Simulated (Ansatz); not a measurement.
# Is this SiMo₃ structure a true minimum?

It was relaxed at this level from a cell as deposited in COD.

All numbers below come from Ansatz, DFT PBE, scalar-relativistic, plane waves, PAW. Settings: cutoff 420 eV, Γ-centred mesh 8×8×8 on the computed 8-atom cell, Gaussian smearing of 0.10 eV; no spin polarisation.

The cell below (8 atoms, space group Pm-3n (No. 223)) is relaxed within its symmetry.

```xyz
8
Lattice="4.9065 0.0000 0.0000 0.0000 4.9065 0.0000 0.0000 0.0000 4.9065" Properties=species:S:1:pos:R:3 pbc="T T T"
Si    0.0000    0.0000    0.0000
Si    2.4532    2.4532    2.4532
Mo    1.2266    0.0000    2.4532
Mo    2.4532    3.6798    0.0000
Mo    3.6798    0.0000    2.4532
Mo    2.4532    1.2266    0.0000
Mo    0.0000    2.4532    3.6798
Mo    0.0000    2.4532    1.2266
```

For the test it was strained at random (σ = 1.5 % a component), the atoms were moved at random (σ = 0.05 Å), and all was relaxed again on a coarse 4×4×4 mesh (in the run’s order of axes) with 0.20 eV smearing, with no symmetry imposed.

Problem. What happens?

Solution. It returns, within 1 meV/atom of the unmoved cell on that mesh and with the same symmetry when read at 0.1 Å. So it is stable against the distortions that fit this cell and that this random move excites. Modes that don't fit the cell aren't tested.
